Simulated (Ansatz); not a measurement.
Zincblende GaN, relaxed with r2SCAN in Ansatz. The symmetry is F-43m (No. 216, cubic); conventional cell a = 4.498 Å, 11.37 Å³ an atom. Around Ga lie 4 N at 1.95 Å; around N lie 4 Ga at 1.95 Å.

The axes x, y and z are those of this cell:
```
CELL_PARAMETERS angstrom
0.00000 2.24895 2.24895
2.24895 0.00000 2.24895
2.24895 2.24895 0.00000
ATOMIC_POSITIONS crystal
Ga 0.00000 0.00000 0.00000
N 0.25000 0.25000 0.25000
```

Unstrained: PBE gives a direct gap of 1.756 eV at Γ. r2SCAN gives a direct gap of 2.168 eV at Γ. With r2SCAN+SOC the gap is 2.165 eV and direct, at Γ. The HSE06 gap is direct at Γ: 3.005 eV. Meshes: PBE 10×10×10, r2SCAN 10×10×10, r2SCAN+SOC 10×10×10, HSE06 6×6×6. Strains are changes of length per length. After each strain the atoms were relaxed again with r2SCAN within the symmetry that the strain leaves, so tilts or polar shifts that break it weren't tested; points keep the names that they have in the unstrained zone. (Simulation; no magnetic order is allowed.)

(1) One strain changed the r2SCAN stress by xx -1.78, yy -1.78, zz -3.44 GPa (compression positive) and the gap by -0.097 eV (PBE), -0.101 eV (r2SCAN), -0.109 eV (HSE06). Which kind of strain was it, and roughly how large?

(2) One strain changed the r2SCAN stress by xx +8.70, yy +8.70, zz -0.01 GPa (compression positive) and the gap by +0.072 eV (PBE), +0.081 eV (r2SCAN), +0.100 eV (HSE06). Which kind of strain was it, and roughly how large?

(3) One strain changed the r2SCAN stress by xx +43.03, yy +43.03, zz +43.03 GPa (compression positive) and the gap by +0.993 eV (PBE), +1.048 eV (r2SCAN), +1.143 eV (HSE06). Which kind of strain was it, and roughly how large?

Answers

(1) Uniaxial +1.22 % along z, other directions held. The pattern of the stress gives the kind; the size needs the stiffness, so it is an estimate.

(2) Epitaxial -2.87 % in the xy plane, free normal strain +2.97 %. The pattern of the stress gives the kind; the size needs the stiffness, so it is an estimate.

(3) Isotropic -5.09 % on every length. The pattern of the stress gives the kind; the size needs the stiffness, so it is an estimate.

Only the levels marked +SOC include spin-orbit coupling.

The meshes of the hybrids are coarse, so their gaps aren't converged to the digits shown.
